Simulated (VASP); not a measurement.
Here is a VASP 6.6.1 calculation.

File INCAR:

```
SYSTEM = CdS
PREC = Accurate
ENCUT = 600
EDIFF = 1E-6
ISMEAR = 0
SIGMA = 0.03
LREAL = .False.
LASPH = .True.
NELM = 80
ALGO = Normal
ISIF = 3
LWAVE = .False.
LCHARG = .False.
GGA = RP
IBRION = 2
NSW = 90
EDIFFG = -0.01
```

Contents of KPOINTS:

```
Automatic mesh
0
Gamma
  8 8 8
  0 0 0
```

File POSCAR:

```
CdS
1.0
    0.0000000000      2.9165000000      2.9165000000
    2.9165000000      0.0000000000      2.9165000000
    2.9165000000      2.9165000000      0.0000000000
Cd S
1 1
Direct
    0.0000000000      0.0000000000      0.0000000000
    0.2500000000      0.2500000000      0.2500000000
```

Potentials or basis: VASP PAW PBE potentials, release 64 (Cd, S).

The run is started by

```console
$ cat potpaw_PBE.64/Cd/POTCAR potpaw_PBE.64/S/POTCAR > POTCAR
$ mpirun -np 1 vasp_std > vasp.out
```

**Question.** What does it give for the relaxed cell?

**Answer.** a = 4.254 Å, b = 4.254 Å, c = 4.254 Å, α = 60.00°, β = 60.00°, γ = 60.00°.

**Question.** What does it give for the relaxed volume?

**Answer.** 27.21 Å³/atom.

**Question.** Predict the space group after relaxing (to 0.05 Å).

**Answer.** F-43m (No. 216).

**Question.** Estimate the band gap on the k mesh.

**Answer.** 1.13 eV, direct.

Final structure:
```
Cd S
1.0
     0.00000    3.00781    3.00781
     3.00781    0.00000    3.00781
     3.00781    3.00781    0.00000
Cd S
1 1
Cartesian
  0.0000 0.0000 0.0000
  1.5039 1.5039 1.5039
```

Caveat: the PAW data sets were made with another functional, which shifts forces and pressure a little. Zero-point motion and thermal expansion aren't in these numbers.
